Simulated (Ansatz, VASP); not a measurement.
## Li: VASP beside Ansatz

```xyz
1
Lattice="0.0000 2.2020 2.2020 2.2020 0.0000 2.2020 2.2020 2.2020 0.0000" Properties=species:S:1:pos:R:3 pbc="T T T"
Li    0.0000    0.0000    0.0000
```

This isn't the form of Li at room conditions, which is bcc.

Alike in both runs: task relaxation of cell and atoms; functional PBEsol; dispersion D3(BJ); k mesh 5 × 5 × 5; occupations fermi-dirac, width 0.1 eV; no spin polarisation.

|  | VASP | Ansatz |
| --- | --- | --- |
| version | VASP 6.6.1 | Ansatz 0.2.0 |
| potentials or method | VASP PAW PBE potentials, release 64 (Li_sv) | plane waves, PAW |
| plane-wave cutoff (eV) | 600 | 544 |
| valence electrons in the cell | 3 | 3 |

Ansatz gave:

| Quantity | Value |
| --- | --- |
| relaxed volume (Å³/atom) | 18.26 |
| relaxed cell length with the largest relative difference (Å) | 2.956 |
| energy change over the relaxation (meV/atom) | -20 |

Task: What did VASP give for the same quantities?

Result: Relaxed volume (Å³/atom): 18.68; relaxed cell length with the largest relative difference (Å): 2.978; energy change over the relaxation (meV/atom): -23.

Ansatz warned: «stress_scf_threshold_loose».

Caveats: the k mesh is coarse (spacing up to 0.49 Å⁻¹), so the values aren't converged; the cutoff is under 1.25 times the usual one of these potentials, so pressure, stress and relaxed cells hold a basis-set (Pulay) error (VASP); the PAW data sets were made with another functional, which shifts forces and pressure a little (VASP); the volume moved by -13 % from the deposited cell, more than functionals usually miss; pairwise dispersion overbinds metals, which lowers pressure and volume.
